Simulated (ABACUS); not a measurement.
Runs of ABACUS 3.10.1 on Ti. It takes space group Im-3m (No. 229, cubic). The conventional cell has a = 3.282 Å, b = 3.282 Å, c = 3.282 Å, α = 90.00°, β = 90.00°, γ = 90.00°. Ti (site symmetry m-3m) is surrounded by 8 Ti at 2.84 Å. This isn't the form of Ti at room conditions, which is hcp.

```csv
task,level,potentials or basis,cell,k mesh,cutoff (eV),orbital files,max steps of the relaxation,force threshold,optimiser,stress threshold,gap on the mesh (eV),pressure (GPa),relaxed volume (Å³/atom)
relaxation of cell and atoms,PBEsol,"PseudoDojo NC SR 0.4.1 PBEsol standard, DZP LCAO (the cutoffs set its grid)",relaxed,10 × 10 × 10,1361,Ti Ti_confined-atom_7au_3s2p2d1f.orb,60,0.005 eV/Å,cg,0.2 kbar,-,0.0,16.62
single point,LDA,"GBRV ultrasoft 1.5 LDA, plane waves",as given,9 × 9 × 9,544,-,-,-,-,-,none,(a),-
relaxation of cell and atoms,LDA,"PseudoDojo NC SR 0.4.1 LDA standard, DZP LCAO (the cutoffs set its grid)",relaxed,10 × 10 × 10,1361,Ti Ti_confined-atom_7au_3s2p2d1f.orb,60,0.02 eV/Å,cg,1 kbar,-,0.0,15.96
single point,LDA,"PseudoDojo NC SR 0.4.1 LDA standard, DZP LCAO (the cutoffs set its grid)",as given,10 × 10 × 10,1361,Ti Ti_confined-atom_7au_3s2p2d1f.orb,-,-,-,-,none,-10.6,-
```

Alike in all rows: no spin polarisation; smearing fermi-dirac 0.05 eV.

Fill in the values left out.

(a) -10.8.

Caveats: the atomic orbitals were generated for these runs and aren't a published set (some runs); the basis of atomic orbitals isn't converged, which shifts pressures, moduli and gaps (some runs).

A k mesh can miss the band edges.

A gap of «none» marks a metal or a gap under the smearing width.

Not every run made on this cell is shown here.
